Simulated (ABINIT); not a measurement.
Write the native input for ABINIT 10.8.3 (patched build) that does the following.

* Task: band structure
* Functional: PBE
* Potentials or basis: JTH PAW PBE v2.0
* Cutoff: 463 eV
* k mesh: 9 × 9 × 9
* Occupations: fermi-dirac, width 0.05 eV
* Spin: collinear spin, ferromagnetic start
* Starting moments: [4.0, 0.0] μB
* Fine-grid cutoff: 925.187 eV
* Exchange and correlation inside the PAW spheres: full angular mesh (pawxcdev 0, this build's default; the released program takes 1)

The system is MnSi.

```xyz
2
Lattice="2.7969 0.0000 0.0000 0.0000 2.7969 0.0000 0.0000 0.0000 2.7969" Properties=species:S:1:pos:R:3 pbc="T T T"
Mn    1.3984    1.3984    1.3984
Si    0.0000    0.0000    0.0000
```

The cell was built by a generator and needn't be a form met in nature.

The cell isn't the ideal one: cell taken from the last step of an earlier PBE relaxation by this program, which needn't have reached its minimum.

These files were run (other wordings do the same):

run.abi

```
# Datasets: ground state, then fixed potential
ndtset 2

# Pseudopotentials
pp_dirpath "./"
pseudos "Mn.GGA_PBE-JTH.xml, Si.GGA_PBE-JTH.xml"

# Structure
acell 3*1.0 Angstrom
rprim
     2.7968511700     0.0000000000     0.0000000000
     0.0000000000     2.7968511700     0.0000000000
     0.0000000000     0.0000000000     2.7968511700
ntypat 2
znucl 25 14
natom 2
typat 1 2
xcart
     2.6426413613     2.6426413613     2.6426413613
     0.0000000000     0.0000000000     0.0000000000
chkprim 0
chksymtnons 0
tolsym 1.0e-6

# Plane-wave basis
ecut 462.593566 eV
pawecutdg 34.0

# Exchange and correlation
ixc 11

# Bands and occupations
occopt 3
tsmear 0.05 eV

# Spin
nsppol 2
spinat
     0.0000000000     0.0000000000     4.0000000000
     0.0000000000     0.0000000000     0.0000000000

# SCF cycle
nstep 100

# Output
iomode 3
prtwf 0
prteig 0
prtebands 0
prtden1 1
prtvha1 1
prtvclmb1 1
prtpot1 1

# Dataset 1
kptopt1 1
ngkpt1 9 9 9
nshiftk1 1
shiftk1 0.0 0.0 0.0
nband1 15
tolvrs1 1.0e-9

# Dataset 2: bands along G-X-M-G-R-X
iscf2 -2
getden2 1
nband2 19
nbdbuf2 2
tolwfr2 1.0e-12
kptopt2 -5
ndivsm2 5
prteig2 1
kptbounds2
     0.0000000000     0.0000000000     0.0000000000
     0.0000000000     0.5000000000     0.0000000000
     0.5000000000     0.5000000000     0.0000000000
     0.0000000000     0.0000000000     0.0000000000
     0.5000000000     0.5000000000     0.5000000000
     0.0000000000     0.5000000000     0.0000000000
```

Potentials or basis: JTH PAW PBE v2.0.

Run with:

```console
$ abinit run.abi > log 2>&1
```

Results of the run:

* Band gap on the k mesh: none (metal or under the smearing width)
* Net moment: 0.15 μB per cell
* Site moments: Mn +0.15; Si -0.01 μB
* Valence electrons inside the program's atomic spheres: Mn 13.48; Si 1.59

Caveat: the moment fell far below its start of 4 μB, so a state of higher moment may lie lower in energy.

It took 54 s on 1 thread of Arm Neoverse V1, with other jobs on the host, peak memory 0.13 GiB.
